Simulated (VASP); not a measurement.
# Ag in VASP: work function with PBE+D3(BJ)

Aim: the work function of Ag with PBE+D3(BJ).

Everything below comes from runs of VASP 6.6.1. Logs are shortened: lines on timing, memory, paths and dates and some standing lists are left out, and cuts for length are marked.

## (1) Starting point

The cell holds a slab with vacuum, 3 atoms: a = 2.878 Å, b = 2.878 Å, c = 28.599 Å, α = 90.00°, β = 90.00°, γ = 120.00°.

The cell was built by a generator and needn't be a form met in nature.

## (2) Work function, PBE+D3(BJ)

File INCAR:

```
SYSTEM = Ag
  PREC = Accurate
  ENCUT = 520
  EDIFF = 1E-6
  ISMEAR = 1
  SIGMA = 0.1
  LREAL = .FALSE.
  LASPH = .TRUE.
  NELM = 80
  ALGO = Normal
  ISIF = 2
  LWAVE = .FALSE.
  LCHARG = .TRUE.
  LDIPOL = .TRUE.
  IDIPOL = 3
  DIPOL = 0.5 0.5 0.500
  GGA = PE
  IVDW = 12
  LVHAR = .TRUE.
  LVACPOTAV = .TRUE.
  KPAR = 2
```

File KPOINTS:

```
regular mesh
0
G
  13 13 1
  0 0 0
```

File POSCAR:

```
Ag                                      
1.0
    2.8778255700      0.0000000000      0.0000000000
   -1.4389128400      2.4922700900      0.0000000000
    0.0000000000      0.0000000000     28.5994853900
  Ag            
     3
Selective dynamics
Direct
     0.0000000000000000    0.0000000000000000    0.4178396900000010   F   F   F
     0.6666669999999968    0.3333330000000032    0.5008492634481895   T   T   T
     0.3333330000000032    0.6666669999999968    0.5840352035188117   T   T   T
```

Potentials or basis: VASP PAW PBE potentials, release 64 (Ag).

Run with:

```
$ cat potpaw_PBE.64/Ag/POTCAR > POTCAR
$ mpirun -np 2 vasp_std > vasp.out
```

OUTCAR:

```text
SYSTEM = Ag
   PREC = Accurate
   ENCUT = 520
   EDIFF = 1E-6
   ISMEAR = 1
   LREAL = .FALSE.
   LASPH = .TRUE.
   NELM = 80
   ISIF = 2
   GGA = PE
   IVDW = 12
 IVDW          = 12

 ion  position               nearest neighbor table
   1  0.000  0.000  0.418-   2 2.90   2 2.90   2 2.90
   2  0.667  0.333  0.501-   1 2.90   1 2.90   1 2.90   3 2.90   3 2.90   3 2.90
   3  0.333  0.667  0.584-   2 2.90   2 2.90   2 2.90

  LATTYP: Found a hexagonal cell.
 ALAT       =     2.8778255700
 C/A-ratio  =     9.9378800745

  Lattice vectors:

 A1 = (   2.8778255700,   0.0000000000,   0.0000000000)
 A2 = (  -1.4389128400,   2.4922700900,   0.0000000000)
 A3 = (   0.0000000000,   0.0000000000,  28.5994853900)

Analysis of symmetry for initial positions (statically):
=====================================================================
 Subroutine PRICEL returns:
 Original cell was already a primitive cell.

 Routine SETGRP: Setting up the symmetry group for a
 hexagonal supercell.

 Subroutine GETGRP returns: Found  6 space group operations
 (whereof  6 operations were pure point group operations)
 out of a pool of 24 trial point group operations.

The static configuration has the point symmetry C_3v.

Analysis of symmetry for dynamics (positions and initial velocities):
=====================================================================
 Subroutine PRICEL returns:
 Original cell was already a primitive cell.

 Routine SETGRP: Setting up the symmetry group for a
 hexagonal supercell.

 Subroutine GETGRP returns: Found  6 space group operations
 (whereof  6 operations were pure point group operations)
 out of a pool of 24 trial point group operations.

The dynamic configuration has the point symmetry C_3v.

Analysis of constrained symmetry for selective dynamics:
=====================================================================
 Subroutine PRICEL returns:
 Original cell was already a primitive cell.

 Routine SETGRP: Setting up the symmetry group for a
 hexagonal supercell.

 Subroutine GETGRP returns: Found  6 space group operations
 (whereof  6 operations were pure point group operations)
 out of a pool of 24 trial point group operations.

The constrained configuration has the point symmetry C_3v.

 Subroutine INISYM returns: Found  6 space group operations
 (whereof  6 operations are pure point group operations),
 and found     1 'primitive' translations

----------------------------------------------------------------------------------------

                                     Primitive cell

  volume of cell :     205.1246

  direct lattice vectors                    reciprocal lattice vectors
     2.877825570  0.000000000  0.000000000     0.347484577  0.200620318  0.000000000
    -1.438912840  2.492270090  0.000000000     0.000000000  0.401240622  0.000000000
     0.000000000  0.000000000 28.599485390     0.000000000  0.000000000  0.034965664

  length of vectors
     2.877825570  2.877825631 28.599485390     0.401240630  0.401240622  0.034965664

  position of ions in fractional coordinates (direct lattice)
     0.000000000  0.000000000  0.417839690
     0.666667000  0.333333000  0.500849263
     0.333333000  0.666667000  0.584035204

  ion indices of the primitive-cell ions
   primitive index   ion index
                 1           1
                 2           2
                 3           3

----------------------------------------------------------------------------------------

 KPOINTS: regular mesh

Automatic generation of k-mesh.
 Grid dimensions read from file:
 generate k-points for:   13   13    1

 Generating k-lattice:

  Cartesian coordinates                     Fractional coordinates (reciprocal lattice)
     0.026729583  0.015432332  0.000000000     0.076923077  0.000000000  0.000000000
     0.000000000  0.030864663  0.000000000     0.000000000  0.076923077  0.000000000
     0.000000000  0.000000000  0.034965664     0.000000000  0.000000000  1.000000000

  Length of vectors
     0.030864664  0.030864663  0.034965664

  Shift w.r.t. Gamma in fractional coordinates (k-lattice)
     0.000000000  0.000000000  0.000000000

 Subroutine IBZKPT returns following result:
 ===========================================

 Found     21 irreducible k-points:

 Following reciprocal coordinates:
            Coordinates               Weight
  0.000000  0.000000  0.000000      1.000000
  0.076923  0.000000  0.000000      6.000000
  0.153846 -0.000000  0.000000      6.000000
  0.230769 -0.000000  0.000000      6.000000
  0.307692 -0.000000  0.000000      6.000000
  0.384615 -0.000000  0.000000      6.000000
[... 13 lines left out ...]
  0.384615  0.230769  0.000000      6.000000
  0.307692  0.307692  0.000000      6.000000
   k-points           NKPTS =     21   k-points in BZ     NKDIM =     21   number of bands    NBANDS=     20
   number of dos      NEDOS =    301   number of ions     NIONS =      3
   total plane-waves  NPLWV = 124416
   dimension x,y,z NGX =    24 NGY =   24 NGZ =  216
   dimension x,y,z NGXF=    48 NGYF=   48 NGZF=  432
   ions per type =               3
   NGX,Y,Z   is equivalent  to a cutoff of  13.86, 13.86, 12.56 a.u.
   NGXF,Y,Z  is equivalent  to a cutoff of  27.73, 27.73, 25.11 a.u.
 SYSTEM =  Ag
   PREC   = accura    normal or accurate (medium, high low for compatibility)
   ISTART =      0    job   : 0-new  1-cont  2-samecut
   ICHARG =      2    charge: 1-file 2-atom 10-const
   ISPIN  =      1    spin polarized calculation?
   LNONCOLLINEAR =      F non collinear calculations
   LSORBIT =      F    spin-orbit coupling
   LASPH  =      T    aspherical Exc in radial PAW
   ENCUT  =  520.0 eV  38.22 Ry    6.18 a.u.   5.35  5.35 53.18*2*pi/ulx,y,z
   NELM   =     80;   NELMIN=  2; NELMDL= -5     # of ELM steps
   EDIFF  = 0.1E-05   stopping-criterion for ELM
   LREAL  =      F    real-space projection
   EDIFFG = 0.1E-04   stopping-criterion for IOM
   NSW    =      0    number of steps for IOM
   IBRION =     -1    ionic relax: 0-MD 1-quasi-New 2-CG
   NFREE  =      0    steps in history (QN), initial steepest desc. (CG)
   ISIF   =      2    stress and relaxation
   ISYM   =      2    0-nonsym 1-usesym 2-fastsym
   POTIM  = 0.5000    time-step for ionic-motion
   TEBEG  =    0.0;   TEEND  =   0.0 temperature during run
   PSTRESS=    0.0 pullay stress
   NELECT =      33.0000    total number of electrons
   NUPDOWN=      -1.0000    fix difference up-down
   EMIN   =  10.00;   EMAX   =-10.00  energy-range for DOS
   EFERMI =   0.00;   METHOD = LEGACY
   ISMEAR =     1;   SIGMA  =   0.10  broadening in eV -4-tet -1-fermi 0-gaus
   EFERMI_NEDOS =   21; number of points for ismear=-14 and -15
   IALGO  =     38    algorithm
   IMIX   =      4    mixing-type and parameters
     AMIX     =   0.40;   BMIX     =  1.00
     AMIX_MAG =   1.60;   BMIX_MAG =  1.00
  volume/ion in A,a.u.               =      68.37       461.42
  Fermi-wavevector in a.u.,A,eV,Ry     =   0.890376  1.682567 10.786288  0.792770
  Thomas-Fermi vector in A             =   2.012059
   LORBIT       =      0    0 simple, 1 ext, 2 COOP (PROOUT), +10 PAW based schemes
   GGA     = PE    functional components
   LHFCALC =     F    Hartree Fock is set to
   AEXX    =    0.0000 exact exchange contribution
   IVDW    =    12    specifies the selected vdW correction
   LEPSILON=     F    determine dielectric tensor
   LRPA    =     F    only Hartree local field effects (RPA)
 non-spin polarized calculation
 Methfessel and Paxton  Order N= 1 SIGMA  =   0.10
  energy-cutoff  :      520.00
  volume of cell :      205.12
 maximum number of plane-waves:      5591
 NGX is ok and might be reduce to    24
   NGX = 11   NGY = 11   NGZ =107

 dipolmoment           0.000000      0.000000     -0.000070 electrons x Angstroem

 number of electron      32.9999995 magnetization

 dipolmoment           0.000000      0.000000      0.000058 electrons x Angstroem

 Free energy of the ion-electron system (eV)
  ---------------------------------------------------
  ext. energy  EPLUGINS =         0.00000000
  ---------------------------------------------------
  free energy    TOTEN  =        -7.50884565 eV

  energy without entropy =       -7.50819074  energy(sigma->0) =       -7.50862734

 E-fermi :  -1.2446     XC(G=0):  -3.6501

 val. band max:       -1.2751342444   @ k =   0.2308  -0.0000   0.0000
 cond. band min:      -0.9716567588   @ k =   0.0000   0.0000   0.0000
 fundamental gap:      0.3034774856
 Fermi energy:        -1.2446353507

 k-point     1 :       0.0000    0.0000    0.0000
  band No.  band energies     occupation
      1      -8.4874      2.00000
      2      -7.5313      2.00000
      3      -7.4242      2.00000
      4      -6.1202      2.00000
      5      -6.0428      2.00000
      6      -6.0428      2.00000
[... 12 lines left out ...]
     19      -0.9717     -0.00078
     20       2.8023      0.00000

 k-point     2 :       0.0769    0.0000    0.0000
  band No.  band energies     occupation
      1      -8.3256      2.00000
      2      -7.4222      2.00000
      3      -7.2803      2.00000
      4      -6.1133      2.00000
      5      -6.1032      2.00000
      6      -5.9606      2.00000
[... 12 lines left out ...]
     19      -0.6484     -0.00000
     20       2.9292      0.00000

 k-point     3 :       0.1538   -0.0000    0.0000
  band No.  band energies     occupation
      1      -7.8868      2.00000
      2      -7.1625      2.00000
      3      -6.9255      2.00000
      4      -6.2647      2.00000
      5      -6.2058      2.00000
      6      -6.0604      2.00000
[... 12 lines left out ...]
     19       0.1716     -0.00000
     20       3.3092      0.00000

 k-point     4 :       0.2308   -0.0000    0.0000
  band No.  band energies     occupation
      1      -7.4011      2.00000
      2      -7.0265      2.00000
      3      -6.6887      2.00000
      4      -6.5405      2.00000
      5      -6.2684      2.00000
      6      -6.0171      2.00000
[... 360 lines left out ...]
 k-point    20 :       0.3846    0.2308    0.0000
  band No.  band energies     occupation
      1      -7.0125      2.00000
      2      -6.8043      2.00000
      3      -6.7988      2.00000
      4      -6.5451      2.00000
      5      -6.2469      2.00000
      6      -6.0197      2.00000
[... 12 lines left out ...]
     19       3.4639      0.00000
     20       4.6341      0.00000

 k-point    21 :       0.3077    0.3077    0.0000
  band No.  band energies     occupation
      1      -6.8667      2.00000
      2      -6.7547      2.00000
      3      -6.6358      2.00000
      4      -6.5018      2.00000
      5      -6.2108      2.00000
      6      -5.9611      2.00000
[... 12 lines left out ...]
     19       3.2276      0.00000
     20       4.6902      0.00000

------------------------ aborting loop because EDIFF is reached ----------------------------------------

 Edisp (eV)   -1.21670

 E8    (eV) :    -0.5562

  FORCE on cell =-STRESS in cart. coord.  units (eV):
  Direction    XX          YY          ZZ          XY          YZ          ZX
  --------------------------------------------------------------------------------------
  -------------------------------------------------------------------------------------
  Total      -1.03199    -1.03199    -0.00246     0.00000     0.00000     0.00000
  in kB      -8.06065    -8.06065    -0.01924     0.00000     0.00000     0.00000
  external pressure =       -5.38 kB  Pullay stress =        0.00 kB

 VOLUME and BASIS-vectors are now :
 -----------------------------------------------------------------------------
  energy-cutoff  :      520.00
  volume of cell :      205.12
      direct lattice vectors                 reciprocal lattice vectors
     2.877825570  0.000000000  0.000000000     0.347484577  0.200620318  0.000000000
    -1.438912840  2.492270090  0.000000000     0.000000000  0.401240622  0.000000000
     0.000000000  0.000000000 28.599485390     0.000000000  0.000000000  0.034965664

 POSITION                                       TOTAL-FORCE (eV/Angst)
 -----------------------------------------------------------------------------------
      0.00000      0.00000     11.95000         0.000000     -0.000000     -0.012920
      1.43891      0.83076     14.32403        -0.000000      0.000000      0.014577
     -0.00000      1.66151     16.70311        -0.000000      0.000000     -0.001657
 -----------------------------------------------------------------------------------
    total drift:                                0.000014     -0.000008      0.000490

  FREE ENERGIE OF THE ION-ELECTRON SYSTEM (eV)
  ---------------------------------------------------
  free  energy   TOTEN  =        -8.7255451684 eV

  energy  without entropy=       -8.7248902591  energy(sigma->0) =       -8.72532687

 vacuum level on the upper side and lower side of the slab         3.272         3.270
```

It took 46 s on 2 MPI ranks of Intel Xeon Platinum 8488C (Sapphire Rapids), shared host; peak memory 0.37 GiB.

What came out:

- Free energy: -8.7255 eV
- Largest force: 0.015 eV/Å
- Band gap on the k mesh: none (metal or under the smearing width)
- Dispersion energy per atom: -0.406 eV
- Work function of the upper face: 4.52 eV
- Work function of the lower face: 4.51 eV

Forces in eV/Å, atoms in the order of the input:
```
Ag   0.000  0.000 -0.013
Ag   0.000  0.000  0.015
Ag   0.000  0.000 -0.002
```
